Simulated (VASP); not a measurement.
SiMo3:

```
Si Mo
1.0
     5.55000    0.00000    0.00000
    -2.77500    4.80644    0.00000
     0.00000    0.00000    4.50000
Si Mo
2 6
Direct
  0.33333 0.66667 0.25000
  0.66667 0.33333 0.75000
  0.66660 0.83330 0.75000
  0.16670 0.33340 0.75000
  0.16670 0.83330 0.75000
  0.83330 0.66660 0.25000
  0.33340 0.16670 0.25000
  0.83330 0.16670 0.25000
```

The cell was built by a generator and needn't be a form met in nature.

* Program: VASP 6.6.1
* Task: relaxation of cell and atoms
* Functional: PBE
* Potentials or basis: VASP PAW PBE potentials, release 64 (Si, Mo_sv)
* Cutoff: 520 eV
* k mesh: 4 × 4 × 4
* Occupations: gaussian, width 0.15 eV
* Spin: no spin polarisation

At the start: pressure 0.5 GPa; volume 15.01 Å³/atom.

Question: Where does the relaxation end?

Answer: Over 6 steps the energy falls by 26.4 meV/atom; space group P6_3/mmc (No. 194, to 0.05 Å).

The path:
```
step  energy change (eV)  largest force (eV/Å)  pressure (GPa)  volume (Å³)
   1              0.0000                0.1769            0.47       120.04
   2             -0.2087                0.0990           -0.85       120.65
   3             -0.2089                0.0855           -0.94       120.64
   4             -0.2087                0.0796           -0.91       120.63
   5             -0.2056                0.0418            2.12       119.15
   6             -0.2109                0.0740            0.35       120.03
```

Final structure:
```cif
data_structure
_symmetry_space_group_name_H-M 'P 1'
_symmetry_Int_Tables_number 1
_cell_length_a 5.4413
_cell_length_b 5.4413
_cell_length_c 4.6813
_cell_angle_alpha 90.000
_cell_angle_beta 90.000
_cell_angle_gamma 120.000
_cell_volume 120.03
loop_
_atom_site_label
_atom_site_type_symbol
_atom_site_fract_x
_atom_site_fract_y
_atom_site_fract_z
_atom_site_occupancy
Si1 Si 0.33333 0.66667 0.25000 1
Si2 Si 0.66667 0.33333 0.75000 1
Mo1 Mo 0.66796 0.83398 0.75000 1
Mo2 Mo 0.16602 0.33204 0.75000 1
Mo3 Mo 0.16602 0.83398 0.75000 1
Mo4 Mo 0.83398 0.66796 0.25000 1
Mo5 Mo 0.33204 0.16602 0.25000 1
Mo6 Mo 0.83398 0.16602 0.25000 1
```
